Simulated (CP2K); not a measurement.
Runs of CP2K 2026.2 on Ag. The structure is cubic, space group Fm-3m (No. 225). The conventional cell has a = 4.085 Å, b = 4.085 Å, c = 4.085 Å, α = 90.00°, β = 90.00°, γ = 90.00°. Around Ag (site symmetry m-3m) lie 12 Ag at 2.89 Å. 

```csv
task,level,potentials or basis,cell,EPS_DEFAULT,basis sets,potentials,points a segment of the path (NPOINTS),bands added on the path,gap on the mesh (eV),pressure (GPa)
band structure,PBE,GTH_POTENTIALS Ag GTH-PADE-q11; DZVP-MOLOPT-SR-GTH basis,as given,1.0E-9,Ag DZVP-MOLOPT-SR-GTH-q11,Ag GTH-PADE-q11 of GTH_POTENTIALS,6,6,none,(a)
single point,PBEsol,POTENTIAL_UZH Ag GTH-PBE-q11; TZVP-MOLOPT-PBE-GTH basis,cell strained at random at fixed volume,1.0E-10,Ag TZVP-MOLOPT-PBE-GTH-q11,Ag GTH-PBE-q11 of POTENTIAL_UZH,-,-,none,-1.9
band structure,PBE,GTH_POTENTIALS Ag GTH-PBE-q11; DZVP-MOLOPT-SR-GTH basis,as given,1.0E-9,Ag DZVP-MOLOPT-SR-GTH-q11,Ag GTH-PBE-q11 of GTH_POTENTIALS,6,6,none,5.7
single point,PBEsol,POTENTIAL_UZH Ag GTH-PBE-q11; TZVP-MOLOPT-PBE-GTH basis,as given,1.0E-10,Ag TZVP-MOLOPT-PBE-GTH-q11,Ag GTH-PBE-q11 of POTENTIAL_UZH,-,-,none,-2.3
band structure,PBE,POTENTIAL_UZH Ag GTH-PBE0-q11; DZVP-MOLOPT-SR-GTH basis,as given,1.0E-9,Ag DZVP-MOLOPT-SR-GTH-q11,Ag GTH-PBE0-q11 of POTENTIAL_UZH,6,6,none,8.0
band structure,PBE,GTH_POTENTIALS Ag GTH-BLYP-q11; DZVP-MOLOPT-SR-GTH basis,as given,1.0E-9,Ag DZVP-MOLOPT-SR-GTH-q11,Ag GTH-BLYP-q11 of GTH_POTENTIALS,6,6,none,3.5
band structure,PBE,POTENTIAL_UZH Ag GTH-SCAN-q11; DZVP-MOLOPT-SR-GTH basis,as given,1.0E-9,Ag DZVP-MOLOPT-SR-GTH-q11,Ag GTH-SCAN-q11 of POTENTIAL_UZH,6,6,none,(b)
```

Alike in all rows: no spin polarisation; k mesh 11 × 11 × 11; smearing fermi-dirac 0.05 eV.

Estimate the missing entries.

(a) 3.8; (b) 9.6.

Caveats: the basis of atomic orbitals isn't converged, which shifts pressures, moduli and gaps; the potentials were made for another functional, which shifts forces and pressure (some runs).

A k mesh can miss the band edges, and the runs leave out spin-orbit coupling on Ag.

A gap of «none» marks a metal or a gap under the smearing width.
